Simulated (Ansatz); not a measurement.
# W (Tungsten): the cost of one run

Computed with Ansatz 0.2.0 (DFT PBE, scalar-relativistic, plane waves, PAW, unless a step's input says otherwise).

1 further run of the same task is left out (set aside as unsound or not needed).

### 1 The starting structure

Symmetry: Cmm2, No. 35, orthorhombic system. The conventional cell has a = 3.184 Å, b = 4.502 Å, c = 23.753 Å, α = 90.00°, β = 90.00°, γ = 90.00°. Around W (site symmetry mm2) lie 6 W at 2.76 Å. W (site symmetry mm2) has 8 W at 2.76 Å as nearest neighbours. W (site symmetry mm2) is surrounded by 8 W at 2.69 to 2.76 Å. W (site symmetry mm2) is surrounded by 6 W at 2.69 to 2.76 Å.

As a file:

```cif
data_structure
_symmetry_space_group_name_H-M 'Cmm2'
_symmetry_Int_Tables_number 35
_cell_length_a 3.1836
_cell_length_b 4.5022
_cell_length_c 23.7533
_cell_angle_alpha 90.000
_cell_angle_beta 90.000
_cell_angle_gamma 90.000
_cell_volume 340.46
loop_
_atom_site_label
_atom_site_type_symbol
_atom_site_symmetry_multiplicity
_atom_site_Wyckoff_symbol
_atom_site_fract_x
_atom_site_fract_y
_atom_site_fract_z
_atom_site_occupancy
W1 W 2 b 0.50000 0.00000 0.35784 1
W2 W 2 a 0.00000 0.00000 0.45261 1
W3 W 2 b 0.50000 0.00000 0.54765 1
W4 W 2 a 0.00000 0.00000 0.63904 1
```

Miller indices refer to the conventional cell of the relaxed bulk, Im-3m (No. 229): a = 3.184 Å, b = 3.184 Å, c = 3.184 Å, α = 90.00°, β = 90.00°, γ = 90.00°.

This (110) slab, 6.8 Å thick as cut, with 17 Å of vacuum, in a 2×2 surface cell; its outer planes are W (top) and W (bottom), was relaxed beforehand with its lower half held: -166145.3890 eV, work function 4.80 eV (top face), 4.91 eV (bottom face), dipole along +c 0.017 e·Å per cell.

### 2 W put at a top (W) site

With the adsorbate the run is spin-polarised.

input.yaml reads:

```yaml
crystal:
  lattice:
    - [5.5140796769, 0.0, 0.0]
    - [-1.838026559, 5.1987241753, 0.0]
    - [0.0, 0.0, 25.7533408047]
  atoms:
    - { symbol: W, position: [0.25, 0.25, 0.3300542661] }
    - { symbol: W, position: [0.25, 0.75, 0.3300542661] }
    - { symbol: W, position: [0.75, 0.25, 0.3300542661] }
    - { symbol: W, position: [0.75, 0.75, 0.3300542661] }
    - { symbol: W, position: [0.5, 0.5, 0.417464813] }
    - { symbol: W, position: [0.5, 0.0, 0.417464813] }
    - { symbol: W, position: [0.0, 0.5, 0.417464813] }
    - { symbol: W, position: [0.0, 0.0, 0.417464813] }
    - { symbol: W, position: [0.75, 0.75, 0.5051170891] }
    - { symbol: W, position: [0.75, 0.25, 0.5051170891] }
    - { symbol: W, position: [0.25, 0.75, 0.5051170891] }
    - { symbol: W, position: [0.25, 0.25, 0.5051170891] }
    - { symbol: W, position: [0.0, 0.0, 0.5894085012] }
    - { symbol: W, position: [0.0, 0.5, 0.5894085012] }
    - { symbol: W, position: [0.5, 0.0, 0.5894085012] }
    - { symbol: W, position: [0.5, 0.5, 0.5894085012] }
    - { symbol: W, position: [0.0, 0.0, 0.7152174215], spin: 4.0 }
basis:
  ecutwfc: 420
kpoints:
  mp_grid: { grid: [6, 6, 1] }
hamiltonian:
  xc: pbe
scf:
  occupations: { method: gaussian, width: 0.1 }
output:
  forces: true
  eigenvalues: true
  populations: true
  write_density: true
  write_potential: true
  elf: true
  volumetric_format: npy
magnetization:
  spin_polarized: true
relax:
  adjacent_minimum: "off"
  f_tol: 0.03
  max_steps: 70
  constraints: [{ sites: [0, 1, 2, 3, 4, 5, 6, 7] }]
efield:
  axis: 3
  dipole_correction: true
```

Command:

```
> ansatz run input.yaml --threads 4 --pin off --max-ram 10240MiB --backend cpu --events-out ev --progress --plain --runs-dir out
```

What time and memory should one allow on 4 threads of Intel Xeon at 2.70GHz, shared host?

About 22 min, with a peak of 3.4 GiB.
